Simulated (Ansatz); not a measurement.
Crystal: BAs.

```
As B
1.0
     0.00000    2.38850    2.38850
     2.38850    0.00000    2.38850
     2.38850    2.38850    0.00000
As B
1 1
Direct
  0.75000 0.75000 0.75000
  0.00000 0.00000 0.00000
```

Base run:

- Program: Ansatz 0.2.0
- Functional: PBE
- Potentials or basis: all-electron LAPW, scalar-relativistic
- Cutoff: 287 eV (chosen from the basis error)
- Basis error allowed: 0.002 eV/atom
- k mesh: 6 × 6 × 6
- Occupations: fermi-dirac, width 0.02 eV
- Spin: no spin polarisation

Its results: band gap on the k mesh 1.28 eV, indirect (least direct gap 3.28 eV); pressure 2.8 GPa.

Task: The run is repeated on the same cell with these changes: k mesh from 6 × 6 × 6 to 7 × 7 × 7; occupations from fermi-dirac, width 0.02 eV to fermi-dirac, width 0.03 eV. What comes out?

Result: Band gap on the k mesh 1.21 eV, indirect (least direct gap 3.28 eV); pressure 2.7 GPa.

Caveats: an odd mesh through Γ misses points on the zone boundary, where band edges often lie (some runs).
